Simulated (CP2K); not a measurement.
# FeO (Wuestite) under changes of volume

One of the cells (10.067 Å³/atom); the others are scaled copies at fixed shape and fractional positions:

```
Fe O
1.0
     3.06986    0.00000    0.00000
     1.56698    2.63981    0.00000
     1.56698    0.89210    2.48451
Fe O
1 1
Direct
  0.00000 0.00000 0.00000
  0.50000 0.50000 0.50000
```

| Quantity | Value |
| --- | --- |
| Program | CP2K 2026.2 |
| Functional | PBEsol |
| Potentials or basis | POTENTIAL_UZH Fe GTH-PBE-q16, O GTH-PBE-q6; TZVP-MOLOPT-PBE-GTH basis |
| Density cutoff | 8163 eV |
| k mesh | 11 × 11 × 11 |
| Occupations | fermi-dirac, width 0.05 eV |
| Spin | collinear spin, ferromagnetic start |
| Starting moments | [3.0, 0.0] μB |

| volume (Å³/atom) | energy over the lowest point (meV/atom) | pressure (GPa) |
| --- | --- | --- |
| 9.463 | 1.56 | 3.6 |
| 9.664 | 0.00 | -0.9 |
| 9.866 | 3.80 | -4.9 |
| 10.067 | ? | ? |
| 10.268 | 25.26 | -11.7 |
| 10.470 | 41.93 | -14.5 |
| 10.671 | 61.09 | -17.0 |

Task: What does the run at 10.067 Å³/atom give?

Result: Energy over the lowest point 12.40 meV/atom; pressure -8.5 GPa.

Worked out: A Birch-Murnaghan fit of order 3 (a polynomial in V^(-2/3)) to the other rows has its minimum at 9.62 Å³/atom with B0 = V·E''(V) = 219 GPa and B' = 6.1 at fixed shape and positions, which overstates the stiffness. It gives 12.54 meV/atom at 10.067 Å³/atom, against the run's 12.40, and -dE/dV = -8.7 GPa, against -8.5.

Energies are extrapolated to zero smearing.

Caveats: the potentials were made for another functional, which shifts forces and pressure; the basis of atomic orbitals isn't converged, which shifts pressures, moduli and gaps; the total moment is fixed, so each spin has its own Fermi level; a cell with one magnetic atom can't hold antiferromagnetic order, which such compounds often take.
